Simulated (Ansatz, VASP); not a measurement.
**Two plane-wave programs on Sr3O2**

```xyz
5
Lattice="5.0333 0.0000 0.0000 0.0000 5.0333 0.0000 0.0000 0.0000 5.0333" Properties=species:S:1:pos:R:3 pbc="T T T"
Sr    0.0000    2.5167    2.5167
Sr    2.5167    0.0000    2.5167
Sr    2.5167    2.5167    0.0000
O     2.5167    2.5167    2.5167
O     0.0000    0.0000    0.0000
```

Alike in both runs: functional PBE; k mesh 8 × 8 × 8; occupations gaussian, width 0.1 eV; no spin polarisation.

Ansatz relaxed the structure, and its values are those at the end. VASP's run is a single point on that final structure, the one shown.

|  | VASP | Ansatz |
| --- | --- | --- |
| version | VASP 6.6.1 | Ansatz 0.2.0 |
| potentials or method | VASP PAW PBE potentials, release 64 (Sr_sv, O) | scalar-relativistic, plane waves, PAW |
| plane-wave cutoff (eV) | 520 | 420 |
| valence electrons in the cell | 42 | 42 |

|  | VASP | Ansatz | Ansatz less VASP |
| --- | --- | --- | --- |
| gap on the k mesh at the Fermi level (eV) | none | none | - |
| pressure (GPa) | 0.2 | 0.0 | -0.19 |

A gap of «none» marks a metal or a gap that the smearing closes. The functional is the same, so the differences come from potentials, cutoffs and numerics.
